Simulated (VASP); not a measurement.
Write the native input for VASP 6.6.1 that does the following.

```
Task                   : single point
Functional             : PBE
Potentials or basis    : VASP PAW PBE potentials, release 64 (Ni, O)
Cutoff                 : 520 eV
k mesh                 : 11 × 11 × 11
Occupations            : fermi-dirac, width 0.05 eV
Spin                   : collinear spin, ferromagnetic start
Starting moments       : [1.0, 0.0] μB
Further INCAR settings : ALGO = Normal; EDIFF = 1e-07; NBANDS = 19
```

The structure of NiO lies in POSCAR:

```
NiO
1.0
    0.0000000000      2.0913095100      2.0913095100
    2.0913095100      0.0000000000      2.0913095100
    2.0913095100      2.0913095100      0.0000000000
Ni O
1 1
Direct
   -0.0183040000     -0.0147110000      0.0102130000
    0.4971920000      0.5028770000      0.4849180000
```

The cell isn't the ideal one: atoms moved at random, drawn with an rms of 0.05 Å.

These files were run (other wordings do the same):

INCAR

```
SYSTEM = NiO
  ALGO = Normal
  EDIFF = 1E-7
  ENCUT = 520
  GGA = PE
  ISIF = 2
  ISMEAR = -1
  ISPIN = 2
  LASPH = .TRUE.
  LCHARG = .FALSE.
  LMAXMIX = 4
  LORBIT = 11
  LREAL = .FALSE.
  LWAVE = .FALSE.
  MAGMOM = 1 0
  NBANDS = 19
  NELM = 120
  PREC = Accurate
  SIGMA = 0.05
```

KPOINTS

```
k-points
0
G
  11 11 11
  0 0 0
```

Potentials or basis: VASP PAW PBE potentials, release 64 (Ni, O).

Command:

```bash
$ cat potpaw_PBE.64/Ni/POTCAR potpaw_PBE.64/O/POTCAR > POTCAR
$ mpirun -np 1 vasp_std > vasp.out
```

It gave:

The pressure is 4.8 GPa and the largest force is 0.201 eV/Å. The band gap on the k mesh is none (metal or under the smearing width) and the net moment is 1.76 μB per cell. The site moments are Ni +1.44; O +0.27 μB. The valence electrons inside the program's atomic spheres are Ni 8.98; O 4.98.

Caveat: a cell with one magnetic atom can't hold antiferromagnetic order, which such compounds often take; semilocal functionals often make such compounds metallic where correlation or magnetic order opens a gap, which also shifts bond lengths.

Wall time 4.4 min on 1 thread of Intel(R) Xeon(R) Platinum 8488C (Sapphire Rapids), with other jobs on the host, peak memory 0.44 GiB.
